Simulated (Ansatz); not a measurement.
Al2Cu in Ansatz: convergence with ecutfock ratio

Al2Cu:

```
CELL_PARAMETERS angstrom
-2.03034 2.03034 2.85109
2.03034 -2.03034 2.85109
2.03034 2.03034 -2.85109
ATOMIC_POSITIONS crystal
Cu 0.50000 0.50000 0.00000
Al 0.25000 0.75000 0.50000
Al 0.75000 0.25000 0.50000
```

The cell comes from a database or a generator and needn't be the stable form of this composition.

```yaml
Program: Ansatz 0.2.0
Task: convergence study
Functional: HSE06
Potentials_or_basis: Ansatz PAW
Cutoff: 420 eV
Density_cutoff: 1680 eV
k_mesh: 5 × 5 × 5
Occupations: gaussian, width 0.05 eV
Spin: no spin polarisation
```

These are the settings of the first run; the series varies ecutfock ratio, with any setting tied to it.

Hardware: 2 threads of Arm Neoverse V2 (shared host).

```csv
ecutfock ratio,"energy less the tightest run, at zero smearing (meV/atom)",SCF cycles,CPU time (s),peak memory (GiB)
1,33.77,18,20,0.78
2,0.18,18,24,0.86
3,0.00,18,26,0.99
4,0.00,18,26,0.99
```

Against the tightest run, the energy stays within 1 meV/atom from 2 on. The tightest run that finished is the yardstick and may itself not be fully converged.

Caveat, for the tightest run too: the k mesh is coarse (spacing up to 0.44 Å⁻¹), so the values aren't converged, least of all with exact exchange.
